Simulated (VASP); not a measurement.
Here is a VASP 6.6.1 calculation.

INCAR

```
ALGO = Normal ; EDIFF = 1E-7
EDIFFG = -0.005 ; ENCUT = 600
GGA = PS ; IBRION = 2
ISIF = 3 ; ISMEAR = 0
KPAR = 2 ; LASPH = True
LCHARG = False ; LREAL = False
LWAVE = False ; NELM = 80
NSW = 90 ; PREC = Accurate
SIGMA = 0.03
```

Contents of KPOINTS:

```
k-points
0
Gamma
  12 12 3
```

File POSCAR:

```
MoS2                                    
1.0
    3.1421975685     -0.0000000000     -0.0000000000
   -1.5710987842      2.7212229180      0.0000000000
    0.0000000000      0.0000000000     12.5442571159
  Mo              S             
     2     4
Direct
     0.3333333332999970    0.6666666667000030    0.2500000000000000
     0.6666666667000030    0.3333333332999970    0.7500000000000000
     0.3333333332999970    0.6666666667000030    0.6257578612219404
     0.6666666667000030    0.3333333332999970    0.1257578612219405
     0.3333333332999970    0.6666666667000030    0.8742421387780596
     0.6666666667000030    0.3333333332999970    0.3742421387780596
```

Potentials or basis: VASP PAW PBE potentials, release 64 (Mo_sv, S).

Run with:

```sh
$ cat potpaw_PBE.64/Mo_sv/POTCAR potpaw_PBE.64/S/POTCAR > POTCAR
$ mpirun -np 2 vasp_std > vasp.out
```

(1) Predict the band gap on the k mesh.

(2) What does it give for the relaxed cell?

## Answers

(1) 0.98 eV, indirect (least direct gap 1.74 eV).

(2) a = 3.141 Å, b = 3.141 Å, c = 12.548 Å, α = 90.00°, β = 90.00°, γ = 120.00°.

Caveat: an odd mesh through Γ misses points on the zone boundary, where band edges often lie.
